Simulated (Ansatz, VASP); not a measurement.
**One calculation of Al2Cu, two programs**

```
Al Cu
1.0
    -3.03350    3.03350    2.43850
     3.03350   -3.03350    2.43850
     3.03350    3.03350   -2.43850
Al Cu
4 2
Direct
  0.15810 0.65810 0.81620
  0.65810 0.84190 0.50000
  0.84190 0.34190 0.18380
  0.34190 0.15810 0.50000
  0.75000 0.75000 0.00000
  0.25000 0.25000 0.00000
```

Alike in both runs: task single point; functional PBE; k mesh 6 × 6 × 6; occupations gaussian, width 0.1 eV; no spin polarisation.

|  | VASP | Ansatz |
| --- | --- | --- |
| version | VASP 6.6.1 | Ansatz 0.2.0 |
| potentials or method | VASP PAW PBE potentials, release 64 (Al, Cu) | scalar-relativistic, plane waves, PAW |
| plane-wave cutoff (eV) | 520 | 420 |
| valence electrons in the cell | 34 | 50 |

Ansatz gave:

| Item | Value |
| --- | --- |
| gap on the k mesh at the Fermi level (eV) | none |
| pressure (GPa) | -0.4 |
| largest component of the traceless stress (GPa) | 1.68 |
| rms of the force components (eV/Å) | 0.010 |

Question: What did VASP give for the same quantities?

Answer: gap on the k mesh at the Fermi level (eV): none; pressure (GPa): -0.2; largest component of the traceless stress (GPa): 1.63; rms of the force components (eV/Å): 0.008.

A gap of «none» marks a metal or a gap that the smearing closes. The functional is the same, so the differences come from potentials, cutoffs and numerics. The two sets of potentials don't hold the same shells in valence.
